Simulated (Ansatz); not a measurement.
An Ansatz input and the part of its output that reports the observables at the nuclei.

The cell is a diffraction structure from the COD, relaxed with PBE at fixed cell and then changed (volume scaled by 1.02, ions relaxed).

```yaml
crystal:
  lattice:
    - [4.0325305745, 0.0, 0.0]
    - [0.0, 4.0325305745, 0.0]
    - [0.0, 0.0, 4.0325305745]
  atoms:
    - { symbol: Ba, position: [0.5, 0.5, 0.5] }
    - { symbol: Ti, position: [0.0, 0.0, 0.0] }
    - { symbol: O, position: [0.5, 0.0, 0.0] }
    - { symbol: O, position: [0.0, 0.5, 0.0] }
    - { symbol: O, position: [0.0, 0.0, 0.5] }
kpoints:
  mp_grid: { grid: [8, 8, 8] }
scf:
  occupations: { method: fermi_dirac, width: 0.02 }
hamiltonian:
  xc: pbe
  pseudopotentials: { kind: paw }
output:
  forces: true
  stress: true
  populations: true
  efg:
    quadrupole_moments_barn: { Ba: 0.236, Ti: 0.247, O: -0.02558 }
    contact_densities: true
relax:
  f_tol: 0.02
  max_steps: 60
```

```sh
ansatz run input.yaml --threads 1 --pin off --max-ram 3072MiB --backend cpu --events-out ev --progress --plain --runs-dir out
```

The run relaxes the ions first, and the block belongs to the relaxed positions.

Of the output, the block on the nuclei alone is shown; the set-up, the SCF iterations, energies, forces and stress are cut.

```
--- PAW observables at the nuclei: V_zz in 10²¹ V/m², potentials from the cell's mean, atoms counted from 1 ---
  atom   1  Ba V_zz =    -0.000000   η = 0.0000   by run symmetry: forbidden   C_q = -0.0000 MHz
            electrostatic potential = -9627.468233 V   contact ρ = 2065457.317466 e/Å³
  atom   2  Ti V_zz =    +0.000000   η = 0.0000   by run symmetry: forbidden   C_q = +0.0000 MHz
            electrostatic potential = -2529.566478 V   contact ρ = 56790.592359 e/Å³
  atom   3  O  V_zz =    +2.767032   η = 0.0000   by run symmetry: allowed   C_q = -1.7115 MHz
            electrostatic potential = -627.677246 V   contact ρ = 2157.480303 e/Å³
  atom   4  O  V_zz =    +2.767032   η = 0.0000   by run symmetry: allowed   C_q = -1.7115 MHz
            electrostatic potential = -627.677246 V   contact ρ = 2157.480303 e/Å³
  atom   5  O  V_zz =    +2.767032   η = 0.0000   by run symmetry: allowed   C_q = -1.7115 MHz
            electrostatic potential = -627.677246 V   contact ρ = 2157.480303 e/Å³
```

The relaxation (1 step) took 7.3 s of wall time (7.3 s of CPU time) and 0.45 GiB at its peak, on 1 thread of Arm Neoverse V1 (aarch64; 8 cores open to the job, memory cap 3.0 GiB, no GPU), a shared host with a load of 0.7 a core.

This high-symmetry form of BaTiO3 is unstable when cold, to polar off-centring of Ti. The symmetry of the cell holds that distortion back, wholly or in part, and it would change the field gradients, the more the larger the distortion.
